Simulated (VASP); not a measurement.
**C: relaxation of cell and atoms with PBE+D3(BJ)**

Crystal: C.

```
C
1.0
     2.46729    0.00000    0.00000
    -1.23365    2.13674    0.00000
     0.00000    0.00000    7.80307
C
4
Cartesian
  0.0000 0.0000 1.9508
  0.0000 0.0000 5.8523
  0.0000 1.4245 1.9508
  1.2336 0.7122 5.8523
```

```yaml
Program: VASP 6.6.1
Task: relaxation of cell and atoms
Functional: PBE
Dispersion: D3(BJ)
Potentials_or_basis: VASP PAW PBE potentials, release 64 (C)
Cutoff: 600 eV
k_mesh: 12 × 12 × 4
Occupations: fermi-dirac, width 0.02 eV
Spin: no spin polarisation
Dipole_correction: no
Further_INCAR_settings: ALGO = Normal; EDIFF = 1e-07; IBRION = 2; EDIFFG = -0.005; NSW = 80; ISIF = 3
```

```
Relaxed volume                         : 8.78 Å³/atom
Relaxed cell                           : a = 2.465 Å, b = 2.465 Å, c = 6.670 Å, α = 90.00°, β = 90.00°, γ = 120.00°
Space group after relaxing (to 0.05 Å) : P6_3/mmc (No. 194)
Energy gained by relaxing              : 15.3 meV/atom
Ionic steps                            : 12
Pressure after relaxing                : 0.0 GPa
Band gap on the k mesh                 : none (metal or under the smearing width)
Dispersion energy per atom             : -0.157 eV
```

The path:
```
step  energy change (eV)  largest force (eV/Å)  pressure (GPa)  volume (Å³)
   1              0.0000                0.0000           -1.12        41.14
   2             -0.0034                0.0000            0.23        40.71
   3             -0.0050                0.0000            1.79        40.24
   4             -0.0058                0.0000            1.77        40.18
   5             -0.0083                0.0000            1.71        40.02
   6             -0.0133                0.0000            1.60        39.70
   7             -0.0230                0.0000            1.39        39.05
   8             -0.0410                0.0000            1.01        37.75
   9             -0.0611                0.0000            0.50        35.14
  10             -0.0611                0.0000            0.49        35.01
  11             -0.0611                0.0000           -0.46        35.19
  12             -0.0612                0.0000           -0.02        35.11
```

Final structure:
```xyz
4
Lattice="2.4652 0.0000 0.0000 -1.2326 2.1349 0.0000 0.0000 0.0000 6.6702" Properties=species:S:1:pos:R:3 pbc="T T T"
C     2.4652    0.0000    1.6676
C    -1.2326    2.1349    5.0027
C     0.0000    1.4233    1.6676
C     1.2326    0.7116    5.0027
```

Levels at points of the mesh, in eV from the Fermi level:
| k point | band 5 | band 6 | band 7 | band 8 | band 9 | band 10 | band 11 | band 12 |
| --- | --- | --- | --- | --- | --- | --- | --- | --- |
| (0.00, 0.00, 0.00) | -3.01 | -3.01 | -2.99 | -2.99 | 4.35 | 8.33 | 8.33 | 8.38 |
| (0.50, 0.00, 0.00) | -6.41 | -6.35 | -2.77 | -2.07 | 1.52 | 2.21 | 7.21 | 7.62 |
| (0.00, 0.00, 0.50) | -3.00 | -3.00 | -3.00 | -3.00 | 7.03 | 7.03 | 8.35 | 8.35 |
| (0.50, 0.00, 0.50) | -6.38 | -6.38 | -2.35 | -2.35 | 1.66 | 1.66 | 7.41 | 7.41 |

Wall time 2.7 min on 1 thread of AMD EPYC 9R45 96-Core Processor (Zen 5) (shared host), peak memory 0.16 GiB.
